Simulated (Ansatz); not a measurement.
Sr:

```
Sr
1.0
     0.00000    3.04235    3.04235
     3.04235    0.00000    3.04235
     3.04235    3.04235    0.00000
Sr
1
Cartesian
  0.0000 0.0000 0.0000
```

- Program: Ansatz 0.2.0
- Task: relaxation of cell and atoms
- Functional: PBEsol
- Dispersion: D3(BJ)+ATM
- Potentials or basis: PseudoDojo PBEsol
- Cutoff: 925 eV
- Density cutoff: 3701 eV
- k mesh: 6 × 6 × 6
- Occupations: fermi-dirac, width 0.025 eV
- Spin: no spin polarisation

At the start: pressure -1.5 GPa; volume 56.32 Å³/atom.

Question: How do energy, volume and symmetry change on relaxing?

Answer: Over 5 steps the energy falls by 36.7 meV/atom and the volume is 49.29 Å³/atom (-12.5 %); space group Fm-3m (No. 225, to 0.05 Å).

The path:
```csv
step,energy change (eV),largest force (eV/Å),pressure (GPa),volume (Å³)
1,0.0000,0.0000,-1.50,56.32
2,-0.0079,0.0000,-1.36,55.44
3,-0.0204,0.0000,-1.08,53.80
4,-0.0319,0.0000,-0.62,51.65
5,-0.0367,0.0000,-0.01,49.29
```

Final structure:
```xyz
1
Lattice="0.0000 2.9101 2.9101 2.9101 0.0000 2.9101 2.9101 2.9101 0.0000" Properties=species:S:1:pos:R:3 pbc="T T T"
Sr    0.0000    0.0000    0.0000
```

Caveat: the volume moved by -12 % from the deposited cell, more than functionals usually miss; the thresholds are loose for stress.
